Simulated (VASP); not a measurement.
# A vacancy on the Pt site in a supercell of InPt3 (Yixunite), part 2 of 4

Wanted: what a vacancy on the Pt site costs in InPt3 (Yixunite) and how the lattice relaxes round it. The start is a cell from a database of measured crystal structures.

VASP 6.6.1, plane waves and PAW; the level of theory is named at each step.

So far. Step 2 (The host at zero pressure): The run ended after 3 ionic steps, 0.000 eV below its first step, once forces and stress met EDIFFG = -0.02.

### Step 3. The perfect supercell

Level of this step: PBEsol; plane waves and PAW (Pt, In) (VASP).

System of this step: InPt3 (Yixunite). The cell holds 64 atoms: 48 Pt and 16 In. Its edges and angles: a = 11.288 Å, b = 11.288 Å, c = 11.288 Å, α = 60.0°, β = 60.0°, γ = 60.0°. It derives from InPt3 (Yixunite).

The same cell, mesh and cutoff without the defect give the energy to subtract and, in a gapped host, the band edges to count from, so that most errors cancel.

INCAR reads:

```
SYSTEM = InPt3
PREC = Normal
ENCUT = 300
EDIFF = 1E-05
NELM = 120
ISMEAR = 1
SIGMA = 0.2
LREAL = Auto
ALGO = Fast
GGA = PS
NBANDS = 308
LASPH = .TRUE.
LORBIT = 11
LWAVE = .FALSE.
LCHARG = .FALSE.
```

POSCAR reads:

```
InPt3
1.0
    0.0000000000      7.9821166588      7.9821166588
    7.9821166588      0.0000000000      7.9821166588
    7.9821166588      7.9821166588      0.0000000000
Pt In
48 16
Direct
    0.0000000000      0.2500000000      0.0000000000
    0.5000000000      0.2500000000      0.0000000000
    0.0000000000      0.7500000000      0.0000000000
    0.0000000000      0.2500000000      0.5000000000
    0.2500000000      0.5000000000      0.2500000000
    0.5000000000      0.7500000000      0.0000000000
    0.5000000000      0.2500000000      0.5000000000
    0.7500000000      0.5000000000      0.2500000000
    0.0000000000      0.7500000000      0.5000000000
    0.2500000000      0.0000000000      0.2500000000
    0.2500000000      0.5000000000      0.7500000000
    0.5000000000      0.7500000000      0.5000000000
    0.7500000000      0.0000000000      0.2500000000
    0.7500000000      0.5000000000      0.7500000000
    0.2500000000      0.0000000000      0.7500000000
    0.7500000000      0.0000000000      0.7500000000
    0.2500000000      0.0000000000      0.0000000000
    0.7500000000      0.0000000000      0.0000000000
    0.2500000000      0.5000000000      0.0000000000
    0.2500000000      0.0000000000      0.5000000000
    0.5000000000      0.2500000000      0.2500000000
    0.7500000000      0.5000000000      0.0000000000
    0.7500000000      0.0000000000      0.5000000000
    0.0000000000      0.2500000000      0.2500000000
    0.2500000000      0.5000000000      0.5000000000
    0.5000000000      0.7500000000      0.2500000000
    0.5000000000      0.2500000000      0.7500000000
    0.7500000000      0.5000000000      0.5000000000
    0.0000000000      0.7500000000      0.2500000000
    0.0000000000      0.2500000000      0.7500000000
    0.5000000000      0.7500000000      0.7500000000
    0.0000000000      0.7500000000      0.7500000000
    0.0000000000      0.0000000000      0.2500000000
    0.5000000000      0.0000000000      0.2500000000
    0.0000000000      0.5000000000      0.2500000000
    0.0000000000      0.0000000000      0.7500000000
    0.2500000000      0.2500000000      0.5000000000
    0.5000000000      0.5000000000      0.2500000000
    0.5000000000      0.0000000000      0.7500000000
    0.7500000000      0.2500000000      0.5000000000
    0.0000000000      0.5000000000      0.7500000000
    0.2500000000      0.7500000000      0.5000000000
    0.2500000000      0.2500000000      0.0000000000
    0.5000000000      0.5000000000      0.7500000000
    0.7500000000      0.7500000000      0.5000000000
    0.7500000000      0.2500000000      0.0000000000
    0.2500000000      0.7500000000      0.0000000000
    0.7500000000      0.7500000000      0.0000000000
    0.0000000000      0.0000000000      0.0000000000
    0.5000000000      0.0000000000      0.0000000000
    0.0000000000      0.5000000000      0.0000000000
    0.0000000000      0.0000000000      0.5000000000
    0.2500000000      0.2500000000      0.2500000000
    0.5000000000      0.5000000000      0.0000000000
    0.5000000000      0.0000000000      0.5000000000
    0.7500000000      0.2500000000      0.2500000000
    0.0000000000      0.5000000000      0.5000000000
    0.2500000000      0.7500000000      0.2500000000
    0.2500000000      0.2500000000      0.7500000000
    0.5000000000      0.5000000000      0.5000000000
    0.7500000000      0.7500000000      0.2500000000
    0.7500000000      0.2500000000      0.7500000000
    0.2500000000      0.7500000000      0.7500000000
    0.7500000000      0.7500000000      0.7500000000
```

KPOINTS reads:

```
Automatic mesh
0
Gamma
3 3 3
0 0 0
```

PAW data sets: Pt and In (PBE family, release 64).

The run is started by

```sh
$ export OMP_NUM_THREADS=5
$ mpirun -np 1 vasp_std
```

The program printed:

```text
[banner, memory and clock lines left out]
running    1 mpi-ranks, on    1 nodes
 distrk:  each k-point on    1 cores,    1 groups
 distr:  one band on    1 cores,    1 groups
 Offloading initialized ...    1 GPUs detected
 POSCAR found type information on POSCAR PtIn
 POSCAR found :  2 types and      64 ions
 [... a notice as in an earlier step ...]

 LDA part: xc-table for (Slater+PW92), standard interpolation
 POSCAR, INCAR and KPOINTS ok, starting setup
 FFT: planning ... GRIDC
 FFT: planning ... GRID_SOFT
 FFT: planning ... GRID
 WAVECAR not read
 entering main loop
       N       E                     dE             d eps       ncg     rms          rms(c)
DAV:   1     0.231917134320E+04    0.23192E+04   -0.18020E+05  2464   0.102E+03
DAV:   2    -0.287424038963E+03   -0.26066E+04   -0.24697E+04  2720   0.256E+02
DAV:   3    -0.425375865281E+03   -0.13795E+03   -0.13002E+03  2828   0.519E+01
DAV:   4    -0.429828825281E+03   -0.44530E+01   -0.44145E+01  2904   0.918E+00
DAV:   5    -0.429970249617E+03   -0.14142E+00   -0.14122E+00  3120   0.144E+00    0.723E+01
RMM:   6    -0.408942023101E+03    0.21028E+02   -0.63688E+01  2464   0.144E+01    0.358E+01
RMM:   7    -0.407129068836E+03    0.18130E+01   -0.86635E+00  2614   0.372E+00    0.137E+01
RMM:   8    -0.406754276528E+03    0.37479E+00   -0.16836E+00  2574   0.151E+00    0.227E+00
RMM:   9    -0.406786567236E+03   -0.32291E-01   -0.43185E-01  2655   0.829E-01    0.178E+00
RMM:  10    -0.406787752843E+03   -0.11856E-02   -0.90449E-02  2839   0.334E-01    0.131E+00
RMM:  11    -0.406783240570E+03    0.45123E-02   -0.19559E-02  2671   0.194E-01    0.349E-01
RMM:  12    -0.406783486048E+03   -0.24548E-03   -0.45081E-03  2854   0.729E-02    0.145E-01
RMM:  13    -0.406783501397E+03   -0.15349E-04   -0.64924E-04  2918   0.316E-02    0.103E-01
RMM:  14    -0.406783488167E+03    0.13230E-04   -0.15977E-04  2649   0.180E-02    0.334E-02
RMM:  15    -0.406783492090E+03   -0.39223E-05   -0.36820E-05  1765   0.810E-03
   1 F= -.40678349E+03 E0= -.40675346E+03  d E =-.900938E-01
```

It took 1.8 min on 1 × NVIDIA H100 80GB HBM3, 81559 MiB with 1 MPI rank of AMD EPYC 7R13 (Zen 3), card shared with another run, shared host; peak memory 2 GiB.

From OUTCAR (step 3):

```text
  LATTYP: Found a face centered cubic cell.
 ALAT       =    15.9642333176

The static configuration has the point symmetry O_h .

 Found      4 irreducible k-points:

   k-points           NKPTS =      4   k-points in BZ     NKDIM =      4   number of bands    NBANDS=    308

   dimension x,y,z NGX =    48 NGY =   48 NGZ =   48
   dimension x,y,z NGXF=    96 NGYF=   96 NGZF=   96

   ENCUT  =  300.0 eV  22.05 Ry    4.70 a.u.  15.94 15.94 15.94*2*pi/ulx,y,z

   NELECT =     528.0000    total number of electrons

 E-fermi :   9.9489

 k-point     1 :       0.0000    0.0000    0.0000
  band No.  band energies     occupation
    ...
    244       9.4344      2.00166
    245       9.4344      2.00166
    246       9.4344      2.00166
    247       9.5939      2.03081
    248       9.9886      0.67141
    249      10.0398      0.31198
    250      10.0398      0.31197
    251      10.0398      0.31197
    252      10.1610     -0.06061
    253      10.1610     -0.06061
    ...

 k-point     2 :       0.3333    0.0000    0.0000
  band No.  band energies     occupation
    ...
    258       9.7691      2.02255
    259       9.7691      2.02254
    260       9.9940      0.62896
    261       9.9940      0.62896
    262       9.9940      0.62894
    263      10.0549      0.22808
    264      10.0976      0.05194
    265      10.1930     -0.07091
    266      10.1930     -0.07091
    267      10.1930     -0.07091
    ...

  Total        0.1374833      0.1374833      0.1374833      0.0000000      0.0000000     -0.0000000
  in kB        0.2165590      0.2165590      0.2165590      0.0000000      0.0000000     -0.0000000
  external PRESSURE =       0.2165590 kB  Pullay stress =       0.0000000 kB

  energy-cutoff  :      300.00
  volume of cell :     1017.15
      direct lattice vectors                 reciprocal lattice vectors
     0.000000000  7.982116659  7.982116659    -0.062640027  0.062640027  0.062640027
     7.982116659  0.000000000  7.982116659     0.062640027 -0.062640027  0.062640027
     7.982116659  7.982116659  0.000000000     0.062640027  0.062640027 -0.062640027

 POSITION                                       TOTAL-FORCE (eV/Angst)
 -----------------------------------------------------------------------------------
      1.99553      0.00000      1.99553        -0.000000      0.000000     -0.000000
      1.99553      3.99106      5.98659        -0.000000      0.000000     -0.000000
      5.98659      0.00000      5.98659        -0.000000     -0.000000     -0.000000
      5.98659      3.99106      1.99553        -0.000000     -0.000000      0.000000
      5.98659      3.99106      5.98659        -0.000000      0.000000     -0.000000
      5.98659      3.99106      9.97765        -0.000000     -0.000000      0.000000
      5.98659      7.98212      5.98659         0.000000      0.000000      0.000000
      5.98659      7.98212      9.97765        -0.000000     -0.000000      0.000000
      9.97765      3.99106      5.98659        -0.000000     -0.000000      0.000000
      1.99553      3.99106      1.99553         0.000000     -0.000000      0.000000
      9.97765      7.98212      5.98659        -0.000000     -0.000000     -0.000000
      9.97765      7.98212      9.97765         0.000000      0.000000      0.000000
      1.99553      7.98212      5.98659         0.000000      0.000000     -0.000000
      9.97765     11.97317      9.97765        -0.000000      0.000000      0.000000
      5.98659      7.98212      1.99553        -0.000000      0.000000      0.000000
      5.98659     11.97317      5.98659         0.000000      0.000000     -0.000000
      0.00000      1.99553      1.99553        -0.000000      0.000000     -0.000000
      0.00000      5.98659      5.98659         0.000000     -0.000000     -0.000000
      3.99106      1.99553      5.98659         0.000000      0.000000      0.000000
      3.99106      5.98659      1.99553         0.000000     -0.000000      0.000000
      3.99106      5.98659      5.98659        -0.000000      0.000000      0.000000
      3.99106      5.98659      9.97765         0.000000     -0.000000      0.000000
      3.99106      9.97765      5.98659         0.000000     -0.000000      0.000000
      3.99106      1.99553      1.99553         0.000000      0.000000     -0.000000
      7.98212      5.98659      5.98659         0.000000      0.000000     -0.000000
      7.98212      5.98659      9.97765        -0.000000      0.000000     -0.000000
      7.98212      9.97765      5.98659         0.000000      0.000000     -0.000000
      7.98212      9.97765      9.97765        -0.000000      0.000000      0.000000
      7.98212      1.99553      5.98659         0.000000     -0.000000     -0.000000
      7.98212      5.98659      1.99553        -0.000000     -0.000000     -0.000000
     11.97317      9.97765      9.97765         0.000000     -0.000000      0.000000
     11.97317      5.98659      5.98659         0.000000     -0.000000      0.000000
      1.99553      1.99553      0.00000        -0.000000     -0.000000     -0.000000
      1.99553      5.98659      3.99106        -0.000000      0.000000     -0.000000
      5.98659      1.99553      3.99106        -0.000000     -0.000000     -0.000000
      5.98659      5.98659      0.00000         0.000000     -0.000000      0.000000
      5.98659      5.98659      3.99106        -0.000000     -0.000000     -0.000000
      5.98659      5.98659      7.98212         0.000000      0.000000      0.000000
[...]
-----------------------------------------------------------------------------------
    total drift:                               -0.000000     -0.000000      0.000000

  FREE ENERGIE OF THE ION-ELECTRON SYSTEM (eV)
  ---------------------------------------------------
  free  energy   TOTEN  =      -406.7834920896 eV

  energy  without entropy=     -406.6933982451  energy(sigma->0) =     -406.75346081

 total charge
# of ion       s       p       d       tot
------------------------------------------
    1        0.624   0.567   8.103   9.294
    2        0.624   0.567   8.103   9.294
    3        0.624   0.567   8.103   9.294
    4        0.624   0.567   8.103   9.294
    5        0.624   0.567   8.103   9.294
    6        0.624   0.567   8.103   9.294
    7        0.624   0.567   8.103   9.294
    8        0.624   0.567   8.103   9.294
    9        0.624   0.567   8.103   9.294
   10        0.624   0.567   8.103   9.294
   11        0.624   0.567   8.103   9.294
   12        0.624   0.567   8.103   9.294
   13        0.624   0.567   8.103   9.294
   14        0.624   0.567   8.103   9.294
   15        0.624   0.567   8.103   9.294
   16        0.624   0.567   8.103   9.294
   17        0.624   0.567   8.103   9.294
   18        0.624   0.567   8.103   9.294
   19        0.624   0.567   8.103   9.294
   20        0.624   0.567   8.103   9.294
   21        0.624   0.567   8.103   9.294
   22        0.624   0.567   8.103   9.294
   23        0.624   0.567   8.103   9.294
   24        0.624   0.567   8.103   9.294
   25        0.624   0.567   8.103   9.294
   26        0.624   0.567   8.103   9.294
   27        0.624   0.567   8.103   9.294
   28        0.624   0.567   8.103   9.294
   29        0.624   0.567   8.103   9.294
   30        0.624   0.567   8.103   9.294
   31        0.624   0.567   8.103   9.294
   32        0.624   0.567   8.103   9.294
   33        0.624   0.567   8.103   9.294
   34        0.624   0.567   8.103   9.294
   35        0.624   0.567   8.103   9.294
   36        0.624   0.567   8.103   9.294
   37        0.624   0.567   8.103   9.294
[...]
--------------------------------------------------
tot         48.794  52.283 395.870 496.947

[... 1 part as in an earlier step ...]

[... 5 further parts left out ...]
```

This step gave:

| Item | Value |
| --- | --- |
| electronic cycles | 15 |
| electrons | 528 |
| free energy (TOTEN) | -406.7835 eV |
| energy at zero smearing | -406.7535 eV |
| Fermi energy | 9.949 eV |

The host is treated as a metal, as its relaxation found a gap under 0.3 eV or none, and only the neutral defect is run.

(Continued in part 3 of 4.)

[Lines on the potential files, build, host, timing and source positions are cut from VASP's logs without a mark.]

[Logs are printed without paths, hosts, clocks, repeated set-up lines and the standing remarks that a program may print on its own settings, such as how far it seeks lower states.]

[Hosts, paths, dates, database ids (printed as entryN), source tags and the programs' standing remarks are cut or masked in the printed files.]

[In band tables of VASP the shares of atoms and orbitals are scaled to a sum of 1 inside the atoms' spheres.]

[Runs that stopped without an error message from VASP are left out.]
